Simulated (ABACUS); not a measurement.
# TiO2 (P4_2/mnm) in ABACUS: further runs

Runs on TiO2. Level: PBE. Tasks: equation of state.

Everything below comes from runs of ABACUS 3.10.1. Logs are shortened: lines on timing, memory, paths and dates and some standing lists are left out, and cuts for length are marked.

## 1. The crystal as given

The structure is tetragonal, space group P4_2/mnm (No. 136). Conventional cell: a = 4.600 Å, b = 4.600 Å, c = 2.959 Å, α = 90.00°, β = 90.00°, γ = 90.00°. Around Ti (site symmetry mmm) lie 6 O at 1.95 to 1.98 Å. O (site symmetry m2m) is surrounded by 3 Ti at 1.95 to 1.98 Å.

The cell is a database's computed one.

## 2. Equation of state, PBE, 9.81 Å³/atom (volume scaled by 0.94)

Contents of INPUT:

```
INPUT_PARAMETERS
suffix              TiO2
calculation         scf
basis_type          pw
pseudo_dir          ./
latname             st
symmetry            1
dft_functional      pbe
ecutwfc             84
pseudo_rcut         7
nspin               1
nbands              29
ks_solver           dav
smearing_method     fd
smearing_sigma      0.00367493
scf_thr             1e-08
scf_nmax            100
mixing_type         broyden
mixing_beta         0.7
cal_force           1
cal_stress          1
kpar                4
```

Contents of STRU:

```
ATOMIC_SPECIES
Ti 47.8670 Ti.upf
O 15.9990 O.upf

LATTICE_CONSTANT
8.5149863826

LATTICE_PARAMETERS
0.6433300466

ATOMIC_POSITIONS
Direct

Ti
0.0
2
0.0000000000 0.0000000000 0.5000000000 1 1 1
0.5000000000 0.5000000000 0.0000000000 1 1 1

O
0.0
4
0.3043213200 0.3043213200 0.5000000000 1 1 1
0.1956786800 0.8043213200 0.0000000000 1 1 1
0.8043213200 0.1956786800 0.0000000000 1 1 1
0.6956786800 0.6956786800 0.5000000000 1 1 1
```

Contents of KPT:

```
K_POINTS
0
Gamma
4 4 6 0 0 0
```

Potentials or basis: PseudoDojo NC SR 0.4.1 PBE standard, plane waves.

Started as:

```sh
OMP_NUM_THREADS=1 mpirun -np 4 abacus > log
```

running log:

```text
ABACUS v3.10.1

               Atomic-orbital Based Ab-initio Computation at UStc

 ------------------------------------------------------------------------------------

 READING GENERAL INFORMATION
                           global_out_dir = OUT.TiO2/
                           global_in_card = INPUT
                               pseudo_dir = ./
                              orbital_dir =
                                    DSIZE = 4
                                    GSIZE = 1

 READING UNITCELL INFORMATION
                                    ntype = 2
                  lattice constant (Bohr) = 8.51499
              lattice constant (Angstrom) = 4.50593

 READING ATOM TYPE 1
                               atom label = Ti
                      L=0, number of zeta = 1
                      L=1, number of zeta = 1
                      L=2, number of zeta = 1
             number of atom for this type = 2

 READING ATOM TYPE 2
                               atom label = O
                      L=0, number of zeta = 1
                      L=1, number of zeta = 1
                      L=2, number of zeta = 1
             number of atom for this type = 4

                        TOTAL ATOM NUMBER = 6
DIRECT COORDINATES
    atom                   x                   y                   z     mag                  vx                  vy                  vz
taud_Ti1            0.0000000000        0.0000000000        0.5000000000  0.0000        0.0000000000        0.0000000000        0.0000000000
taud_Ti2            0.5000000000        0.5000000000        0.0000000000  0.0000        0.0000000000        0.0000000000        0.0000000000
taud_O1            0.3043213200        0.3043213200        0.5000000000  0.0000        0.0000000000        0.0000000000        0.0000000000
taud_O2            0.1956786800        0.8043213200        0.0000000000  0.0000        0.0000000000        0.0000000000        0.0000000000
taud_O3            0.8043213200        0.1956786800        0.0000000000  0.0000        0.0000000000        0.0000000000        0.0000000000
taud_O4            0.6956786800        0.6956786800        0.5000000000  0.0000        0.0000000000        0.0000000000        0.0000000000

                          Volume (Bohr^3) = 397.178
                             Volume (A^3) = 58.8557

 Lattice vectors: (Cartesian coordinate: in unit of a_0)
                   +1                  +0                  +0
                   +0                  +1                  +0
                   +0                  +0            +0.64333
 Reciprocal vectors: (Cartesian coordinate: in unit of 2 pi/a_0)
                   +1                  -0                  +0
                   -0                  +1                  -0
                   +0                  -0            +1.55441
 The esolver type has been set to : ksdft_pw

                PAO radial cut off (Bohr) = 7

 Read in pseudopotential file is Ti.upf
                     pseudopotential type = NC
          exchange-correlation functional = PBE
                 nonlocal core correction = 1
                        valence electrons = 12
                                     lmax = 2
                           number of zeta = 4
                     number of projectors = 6
                           L of projector = 0
[... 5 lines left out ...]
                PAO radial cut off (Bohr) = 7

 Read in pseudopotential file is O.upf
                     pseudopotential type = NC
          exchange-correlation functional = PBE
                 nonlocal core correction = 1
                        valence electrons = 6
                                     lmax = 2
                           number of zeta = 2
                     number of projectors = 5
                           L of projector = 0
                           L of projector = 0
                           L of projector = 1
                           L of projector = 1
                           L of projector = 2
     initial pseudo atomic orbital number = 36

 SETUP THE ELECTRONS NUMBER
            electron number of element Ti = 12
      total electron number of element Ti = 24
             electron number of element O = 6
       total electron number of element O = 24
            AUTOSET number of electrons:  = 48
                           occupied bands = 24
                                   NBANDS = 29
                                   NLOCAL = 54

%%%%%%%%%%%%%%%%%%%%%%%%%%%%%%%%%%%%%%%%%%%%%%%%%%%%%%%%%%%%%%%%%%%%%%%%%%%%%%%%%%%%%%%%%%%%%%%%%%%%%%%%%%
 Warning: the number of valence electrons in pseudopotential > 4 for Ti: [Ar] 3d2 4s2
 Pseudopotentials with additional electrons can yield (more) accurate outcomes, but may be less efficient.
 If you're confident that your chosen pseudopotential is appropriate, you can safely ignore this warning.
%%%%%%%%%%%%%%%%%%%%%%%%%%%%%%%%%%%%%%%%%%%%%%%%%%%%%%%%%%%%%%%%%%%%%%%%%%%%%%%%%%%%%%%%%%%%%%%%%%%%%%%%%%

 SETUP THE PLANE WAVE BASIS
 energy cutoff for charge/potential (unit:Ry) = 336
            fft grid for charge/potential = [ 50, 50, 32 ]
                        fft grid division = [ 1, 1, 1 ]
        big fft grid for charge/potential = [ 50, 50, 32 ]
                                     nbxx = 80000
                                     nrxx = 80000

 SETUP PLANE WAVES FOR CHARGE/POTENTIAL
                    number of plane waves = 41275
                         number of sticks = 1941

 PARALLEL PW FOR CHARGE/POTENTIAL
     PROC   COLUMNS(POT)             PW
        1           1941          41275
 --------------- sum -------------------
        1           1941          41275
                            number of |g| = 2465
                                  max |g| = 617
                                  min |g| = 0

----------- Double Check Mixing Parameters Begin ------------
mixing_type: broyden
mixing_beta: 0.7
mixing_gg0: 1
mixing_gg0_min: 0.1
mixing_ndim: 8
----------- Double Check Mixing Parameters End ------------

 LATTICE VECTORS: (CARTESIAN COORDINATE: IN UNIT OF A0)
                   +1                  +0                  +0
                   +0                  +1                  +0
                   +0                  +0            +0.64333
                       right hand lattice = 1
                                   NORM_A = 1
                                   NORM_B = 1
                                   NORM_C = 0.64333
                           ALPHA (DEGREE) = 90
                           BETA  (DEGREE) = 90
                           GAMMA (DEGREE) = 90

 The lattice vectors have been changed (STRU_SIMPLE.cif)

(for optimal symmetric configuration:)
                             BRAVAIS TYPE = 5
                     BRAVAIS LATTICE NAME = 05. Tetrogonal P (simple)
                                    ibrav = 5
                                    IBRAV = 5
                                  BRAVAIS = SIMPLE TETROGONAL CELL
                       LATTICE CONSTANT A = 1
                                C/A RATIO = 0.64333
Original cell was already a primitive cell.
                        ROTATION MATRICES = 16
              PURE POINT GROUP OPERATIONS = 8
                   SPACE GROUP OPERATIONS = 16
                                       C2 = 3
                                       C3 = 0
                                       C4 = 0
                                       C6 = 0
                                       S1 = 3
                                       S3 = 0
                                       S4 = 0
                                       S6 = 0
                              POINT GROUP = D_2h
               POINT GROUP IN SPACE GROUP = D_4h

 SETUP K-POINTS
                                    nspin = 1
                   Input type of k points = Monkhorst-Pack(Gamma)
                                   nkstot = 96
                       right hand lattice = 1
(for reciprocal lattice: )
                             BRAVAIS TYPE = 5
                     BRAVAIS LATTICE NAME = 05. Tetrogonal P (simple)
                                    ibrav = 5
                       right hand lattice = 1
(for k-lattice: )
                             BRAVAIS TYPE = 5
                     BRAVAIS LATTICE NAME = 05. Tetrogonal P (simple)
                                    ibrav = 5
                       right hand lattice = 1
                        ROTATION MATRICES = 16
                               nkstot_ibz = 24
K-POINTS REDUCTION ACCORDING TO SYMMETRY
     IBZ    DIRECT_X    DIRECT_Y    DIRECT_Z  WEIGHT  ibz2bz
       1  0.00000000  0.00000000  0.00000000  0.0104       0
       2  0.25000000  0.00000000  0.00000000  0.0417       1
       3  0.50000000  0.00000000  0.00000000  0.0208       2
       4  0.25000000  0.25000000  0.00000000  0.0417       5
       5  0.50000000  0.25000000  0.00000000  0.0417       6
       6  0.50000000  0.50000000  0.00000000  0.0104      10
[... 16 lines left out ...]
      23  0.50000000  0.25000000  0.50000000  0.0417      54
      24  0.50000000  0.50000000  0.50000000  0.0104      58

                               nkstot now = 24
[... K-POINTS DIRECT COORDINATES: 24 rows ...]

           k-point number in this process = 6
       minimum distributed K point number = 6
[... stars of the k points ...]

[... K-POINTS CARTESIAN COORDINATES: 6 rows ...]

[... K-POINTS DIRECT COORDINATES: 6 rows ...]

 SETUP PLANE WAVES FOR WAVE FUNCTIONS
     energy cutoff for wavefunc (unit:Ry) = 84
              fft grid for wave functions = [ 50, 50, 32 ]
                    number of plane waves = 6145
                         number of sticks = 545

 PARALLEL PW FOR WAVE FUNCTIONS
     PROC   COLUMNS(POT)             PW
        1            545           6145
 --------------- sum -------------------
        1            545           6145

 SETUP NONLOCAL PSEUDOPOTENTIALS IN PLANE WAVE BASIS
 Ti non-local projectors:
 projector 1 L=0
 projector 2 L=0
 projector 3 L=1
 projector 4 L=1
 projector 5 L=2
 projector 6 L=2
 O non-local projectors:
 projector 1 L=0
 projector 2 L=0
 projector 3 L=1
 projector 4 L=1
 projector 5 L=2
      TOTAL NUMBER OF NONLOCAL PROJECTORS = 88

 Init Non-Local PseudoPotential table :
 Init Non-Local-Pseudopotential done.

                                     npwx = 5164

 Make real space PAO into reciprocal space.
       max mesh points in Pseudopotential = 701
     dq(describe PAO in reciprocal space) = 0.01
                                    max q = 1104

 number of pseudo atomic orbitals for Ti is 4
WARNING: norm of atomic wavefunction # 3 of atomic type Ti is 0.999499, renormalized
WARNING: norm of atomic wavefunction # 4 of atomic type Ti is 0.990412, renormalized

 number of pseudo atomic orbitals for O is 2
WARNING: norm of atomic wavefunction # 2 of atomic type O is 0.999977, renormalized

 -------------------------------------------
 SELF-CONSISTENT
 -------------------------------------------
                                 init_chg = atomic

 PW ALGORITHM --------------- ION=   1  ELEC=   1--------------------------------

 Density error is 2.77862352985
                          Error Threshold = 0.01
----------------------------------------------------------
     Energy           Rydberg                 eV
----------------------------------------------------------
 E_KohnSham     -369.0839590468      -5021.6448834352
 E_Harris       -370.6696661493      -5043.2195353886
 E_Fermi        0.6146780912         8.3631244765
----------------------------------------------------------
[... 279 lines left out ...]
 Density error is 8.07995506288e-10
                          Error Threshold = 2.54793205954e-10
----------------------------------------------------------
     Energy           Rydberg                 eV
----------------------------------------------------------
 E_KohnSham     -370.4013112536      -5039.5683797210
 E_KS(sigma->0) -370.4013112536      -5039.5683797209
 E_Harris       -370.4010469646      -5039.5647838841
 E_band         -25.6680310068       -349.2314781327
 E_one_elec     -115.4586077315      -1570.8949482950
 E_Hartree      83.2469355724        1132.6326648238
 E_xc           -68.5986099033       -933.3319695647
 E_Ewald        -269.5910291912      -3667.9741266848
 E_entropy(-TS) -0.0000000000        -0.0000000001
 E_descf        0.0000000000         0.0000000000
 E_exx          0.0000000000         0.0000000000
 E_Fermi        0.8089023091         11.0056805286
----------------------------------------------------------

 charge density convergence is achieved
 final etot is -5039.5683797 eV
 EFERMI = 11.005680529 eV

 STATE ENERGY(eV) AND OCCUPATIONS    NSPIN == 1
 1/6 kpoint (Cartesian) = 0.0000 0.0000 0.0000 (5119 pws)
       1       -46.6183      0.0208333
       2       -46.5948      0.0208333
       3       -23.0227      0.0208333
       4       -23.0227      0.0208333
       5       -22.8106      0.0208333
       6       -22.8106      0.0208333
[... 176 lines left out ...]
      28        12.8085    4.56460e-18
      29        14.2247    2.28481e-30

------------------------------------------------------------------------------------------
 TOTAL-FORCE (eV/Angstrom)
------------------------------------------------------------------------------------------
                       Ti1         0.0000000000         0.0000000000         0.0000000000
                       Ti2         0.0000000000         0.0000000000         0.0000000000
                        O1        -0.2085775555        -0.2085775555         0.0000000000
                        O2         0.2085775555        -0.2085775555         0.0000000000
                        O3        -0.2085775555         0.2085775555         0.0000000000
                        O4         0.2085775555         0.2085775555         0.0000000000
------------------------------------------------------------------------------------------

----------------------------------------------------------------
 TOTAL-STRESS (KBAR)
----------------------------------------------------------------
       196.6892616877         0.0000000000         0.0000000000
         0.0000000000       196.6892616877         0.0000000000
         0.0000000000         0.0000000000       232.1184729580
----------------------------------------------------------------
 TOTAL-PRESSURE: 208.498999 KBAR

 --------------------------------------------
 !FINAL_ETOT_IS -5039.5683797209649128 eV
 --------------------------------------------
```

Run time: 60 s. Hardware: 4 MPI ranks of Intel Xeon Platinum 8375C at 2.90GHz (Ice Lake), shared host; peak memory 0.52 GiB.

What came out:

| Quantity | Value |
| --- | --- |
| Free energy | -5039.5684 eV |
| Pressure | 20.8 GPa |
| Largest force | 0.295 eV/Å |
| Band gap on the k mesh | 2.04 eV, direct |

Caveat: there are fewer bands than atomic start orbitals, so a level may be missed at k points of high symmetry.

## 3. Equation of state, PBE, 10.23 Å³/atom (volume scaled by 0.98)

INPUT is that of step 2.

STRU, as its differences from that of step 2:

```diff
@@ -5,3 +5,3 @@
 LATTICE_CONSTANT
-8.5149863826
+8.6340925273
```

KPT is that of step 2.

Potentials or basis: PseudoDojo NC SR 0.4.1 PBE standard, plane waves.

Started as:

```sh
OMP_NUM_THREADS=1 mpirun -np 4 abacus > log
```

It took 69 s on 4 MPI ranks of Intel Xeon Platinum 8375C at 2.90GHz (Ice Lake), shared host; peak memory 0.56 GiB.

Results (log left out):

```
Free energy            : -5039.7972 eV
Pressure               : 8.8 GPa
Largest force          : 0.078 eV/Å
Band gap on the k mesh : 1.93 eV, direct
```

Caveat: there are fewer bands than atomic start orbitals, so a level may be missed at k points of high symmetry.

## 4. Equation of state, PBE, 10.64 Å³/atom (volume scaled by 1.02)

INPUT is that of step 3.

STRU, as its differences from that of step 3:

```diff
@@ -5,3 +5,3 @@
 LATTICE_CONSTANT
-8.6340925273
+8.7500002175
```

KPT is that of step 3.

Started as:

```sh
OMP_NUM_THREADS=1 mpirun -np 4 abacus > log
```

Run time: 62 s. Hardware: 4 MPI ranks of Intel Xeon Platinum 8375C at 2.90GHz (Ice Lake), shared host; peak memory 0.56 GiB.

The run converged. Its results:

```yaml
Free_energy: -5039.8561 eV
Pressure: -1.0 GPa
Largest_force: 0.109 eV/Å
Band_gap_on_the_k_mesh: 1.83 eV, direct
```

Caveat: there are fewer bands than atomic start orbitals, so a level may be missed at k points of high symmetry.

## 5. Equation of state, PBE, 11.06 Å³/atom (volume scaled by 1.06)

INPUT is that of step 4.

STRU, as its differences from that of step 4:

```diff
@@ -5,3 +5,3 @@
 LATTICE_CONSTANT
-8.7500002175
+8.8629159001
```

KPT is that of step 4.

Started as:

```sh
OMP_NUM_THREADS=1 mpirun -np 4 abacus > log
```

Wall time 64 s (4 MPI ranks of Intel Xeon Platinum 8375C at 2.90GHz (Ice Lake), shared host); peak memory 0.56 GiB.

The run converged. Its results:

- Free energy: -5039.7769 eV
- Pressure: -8.9 GPa
- Largest force: 0.270 eV/Å
- Band gap on the k mesh: 1.74 eV, direct

Caveat: there are fewer bands than atomic start orbitals, so a level may be missed at k points of high symmetry.

## 6. Equation of state, PBE

Potentials or basis: PseudoDojo NC SR 0.4.1 PBE standard, plane waves.

This step only gathers the single runs of the series.

Results:

| Quantity | Value |
| --- | --- |
| Equilibrium volume | 10.60 Å³/atom |
| Bulk modulus at fixed shape and positions | 229 GPa |
| Pressure derivative of the bulk modulus | 4.2 (rough: it moves with the points fitted) |

Energy against volume, from the lowest point:
```tsv
volume (Å³/atom)	energy (meV/atom)
9.809	47.96
10.227	9.82
10.644	0.00
11.062	13.20
```

Caveat: the cell was scaled at fixed shape and fractional positions, which overstates the stiffness of a crystal with free parameters, most of all of layers and chains.
